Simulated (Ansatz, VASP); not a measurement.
## Two plane-wave programs on AlN

```
CELL_PARAMETERS angstrom
3.21275 0.00000 0.00000
-1.60638 2.78233 0.00000
0.00000 0.00000 4.25038
ATOMIC_POSITIONS crystal
Al 0.33333 0.66667 0.75000
Al 0.66667 0.33333 0.25000
N 0.33333 0.66667 0.25000
N 0.66667 0.33333 0.75000
```

Change from the starting cell: strain -0.030 along x and y, +0.015 along z, atoms carried along.

Alike in both runs: task single point; functional LDA; k mesh 9 × 9 × 6; occupations gaussian, width 0.05 eV; no spin polarisation.

|  | VASP | Ansatz |
| --- | --- | --- |
| version | VASP 6.6.1 | Ansatz 0.2.0 |
| potentials or method | VASP PAW LDA potentials, release 64 (Al, N) | scalar-relativistic, plane waves, PAW |
| plane-wave cutoff (eV) | 520 | 420 |
| valence electrons in the cell | 16 | 16 |

Ansatz gave:

```
gap on the k mesh at the Fermi level (eV)       : 3.53
least direct gap on the mesh (eV)               : 3.53
pressure (GPa)                                  : 3.2
largest component of the traceless stress (GPa) : 8.00
```

Task: What did VASP give for the same quantities?

Result: gap on the k mesh at the Fermi level (eV): 3.54; least direct gap on the mesh (eV): 3.54; pressure (GPa): 3.9; largest component of the traceless stress (GPa): 8.45.

Caveats: an odd mesh through Γ misses points on the zone boundary, where band edges often lie.
